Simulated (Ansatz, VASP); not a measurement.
This is a calculation of Ge for VASP 6.6.1.

POSCAR

```
Ge
1.0
    1.3971490000     -2.6005160000      0.0000000000
    1.3971490000      2.6005160000      0.0000000000
    0.0000000000      0.0000000000      2.6982310000
Ge
1
Direct
    0.5000000000      0.5000000000      0.0000000000
```

Contents of INCAR.step1:

```
PREC = Accurate
ENCUT = 520
ISMEAR = -1
SIGMA = 0.05
LREAL = False
LASPH = True
NELM = 60
NBANDS = 13
GGA = PE
ALGO = Normal
EDIFF = 1E-4
LWAVE = True
LCHARG = False
```

Contents of INCAR.step2:

```
PREC = Accurate
ENCUT = 520
EDIFF = 1E-6
ISMEAR = -1
SIGMA = 0.05
LREAL = False
LASPH = True
NELM = 60
ALGO = Normal
ISIF = 2
LWAVE = False
LCHARG = True
METAGGA = R2SCAN
LMIXTAU = True
LELF = True
LVHAR = True
NBANDS = 13
ISTART = 1
```

The input KPOINTS:

```
regular mesh
0
Gamma
  11 11 10
```

Potentials or basis: VASP PAW PBE potentials, release 64 (Ge_d).

Run with:

```sh
$ cat potpaw_PBE.64/Ge_d/POTCAR > POTCAR
$ cp INCAR.step1 INCAR
$ mpirun -np 1 vasp_std > vasp.out
$ cp INCAR.step2 INCAR
$ mpirun -np 1 vasp_std > vasp.out
```

**Question.** Set up the same calculation for Ansatz 0.2.0. Potentials there: Ansatz PAW.

**Answer.** As run (the cutoff follows the program's own potentials):

input.yaml

```yaml
crystal:
  lattice:
    - [1.397149, -2.600516, 0.0]
    - [1.397149, 2.600516, 0.0]
    - [0.0, 0.0, 2.698231]
  atoms:
    - { symbol: Ge, position: [0.5, 0.5, 0.0] }
hamiltonian:
  xc: r2scan
  pseudopotentials: { kind: paw }
kpoints:
  mp_grid: { grid: [11, 11, 10] }
scf:
  occupations: { method: fermi_dirac, width: 0.05 }
output:
  forces: true
  stress: true
  eigenvalues: true
```

Potentials or basis: Ansatz PAW.

The run is started by

```sh
$ ansatz run input.yaml --threads 2 --pin off --max-ram 5632MiB --backend cpu --events-out ev --progress --plain --runs-dir out
```

Both were run:

|  | VASP | Ansatz | Ansatz less VASP |
| --- | --- | --- | --- |
| gap on the k mesh at the Fermi level (eV) | none | none | - |
| pressure (GPa) | -3.3 | -3.0 | +0.23 |
| largest component of the traceless stress (GPa) | 1.62 | 1.61 | -0.005 |

A gap of «none» marks a metal or a gap that the smearing closes. The functional is the same, so the differences come from potentials, cutoffs and numerics.

Caveats: the PAW data sets were made with another functional, which shifts forces and pressure a little (VASP); the PAW data sets come from PBE, with cores solved anew for the run's functional, which leaves a small shift of forces and pressure (Ansatz).
